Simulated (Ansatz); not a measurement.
Here is an Ansatz 0.2.0 calculation.

Contents of input.yaml:

```yaml
crystal:
  lattice:
    - [3.9855, 0.0, 0.0]
    - [0.0, 2.8369, 2.84515]
    - [0.0, -2.8369, 2.84515]
  atoms:
    - { symbol: Ba, position: [0.0, 0.0, 0.0] }
    - { symbol: Ti, position: [0.5, 0.5124, 0.5124] }
    - { symbol: O, position: [0.5, 0.99184, 0.50524] }
    - { symbol: O, position: [0.5, 0.50524, 0.99184] }
    - { symbol: O, position: [0.0, 0.4874, 0.4874] }
hamiltonian:
  xc: pbe
  pseudopotentials: { kind: paw }
kpoints:
  mp_grid: { grid: [7, 7, 7] }
scf:
  occupations: { method: fermi_dirac, width: 0.05 }
output:
  forces: true
  stress: true
  eigenvalues: true
```

Potentials or basis: Ansatz PAW.

Run with:

```bash
$ ansatz run input.yaml --threads 2 --pin off --max-ram 5632MiB --backend cpu --events-out ev --progress --plain --runs-dir out
```

Problem. What does it give for the pressure?

Solution. 2.3 GPa.

Problem. Estimate the largest force.

Solution. 0.270 eV/Å.

Problem. Estimate the band gap on the k mesh.

Solution. 1.98 eV, indirect (least direct gap 2.08 eV).

Forces in eV/Å, atoms in the order of the input:
```
Ba   0.000  0.000  0.156
Ti   0.000  0.000  0.180
O    0.000  0.002 -0.270
O    0.000 -0.002 -0.270
O    0.000  0.000  0.204
```

Caveat: odd divisions of the mesh miss points on the zone boundary, where band edges often lie, so the gap on the mesh can be too wide; the pressure holds a Pulay correction of +0.5 GPa for the finite cutoff; spin-orbit coupling is left out, which moves the levels of the heavy elements. A k mesh can miss the band edges.
